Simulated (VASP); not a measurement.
Cu, 1 atom in the cell. Symmetry: Fm-3m, No. 225, cubic system. The conventional cell has a = 3.615 Å, b = 3.615 Å, c = 3.615 Å, α = 90.00°, β = 90.00°, γ = 90.00°. Cu (site symmetry m-3m) has 12 Cu at 2.56 Å as nearest neighbours. 

| Quantity | Value |
| --- | --- |
| Program | VASP 6.6.1 |
| Task | relaxation of cell and atoms |
| Functional | PBE |
| Potentials or basis | VASP PAW PBE potentials, release 64 (Cu) |
| Cutoff | 600 eV |
| k mesh | 22 × 22 × 22 |
| Occupations | methfessel-paxton, width 0.1 eV |
| Spin | no spin polarisation |
| Further INCAR settings | ALGO = Normal; EDIFF = 1e-06; IBRION = 2; EDIFFG = -0.01; NSW = 90; ISIF = 3 |

Potentials or basis: VASP PAW PBE potentials, release 64 (Cu).

The run is started by

```console
$ cat potpaw_PBE.64/Cu/POTCAR > POTCAR
$ mpirun -np 1 vasp_std > vasp.out
```

Hardware: 1 thread of Intel(R) Xeon(R) 6975P-C (Granite Rapids) (shared host).

Q: How long does it take, and how much memory?

A: It took 25 s on 1 thread of Intel(R) Xeon(R) 6975P-C (Granite Rapids), with other jobs on the host, peak memory 0.16 GiB. Counts: scf iterations 23, k points 328, ion steps 3.
